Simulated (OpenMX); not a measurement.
Crystal: BN.

```xyz
2
Lattice="2.5080 0.0000 0.0000 -1.2467 2.1762 0.0000 -0.6307 -1.0881 3.0225" Properties=species:S:1:pos:R:3 pbc="T T T"
N     0.6410   -0.3484    2.9772
B     1.2297    2.1384    0.0055
```

The cell comes from a database or a generator and needn't be the stable form of this composition.

Base run:

- Program: OpenMX 3.8.5
- Functional: PBE
- Potentials or basis: OpenMX 2013 PBE set, N6.0-s2p2d1, B7.0-s2p2d1, grid cutoff 400 Ry
- k mesh: 9 × 9 × 7
- Occupations: fermi-dirac, width 0.05 eV
- Spin: no spin polarisation

Its results: band gap on the k mesh 3.04 eV, indirect (least direct gap 4.48 eV); pressure 7.1 GPa; largest force 2.864 eV/Å.

Q: The run is repeated on the same cell with these changes: functional from PBE to LDA; potentials or basis from OpenMX 2013 PBE set, N6.0-s2p2d1, B7.0-s2p2d1, grid cutoff 400 Ry to OpenMX 2013 LDA set, N6.0-s2p2d1, B7.0-s2p2d1, grid cutoff 400 Ry. What comes out?

A: Band gap on the k mesh 2.85 eV, indirect (least direct gap 4.36 eV); pressure -1.4 GPa; largest force 2.831 eV/Å.

Caveats: the mesh misses the band edges, which the band path finds closer together; the basis of atomic orbitals isn't converged, which shifts pressures, moduli and gaps; forces of over 1 eV/Å show positions far from the minimum, so gaps and moduli don't describe the material at rest.
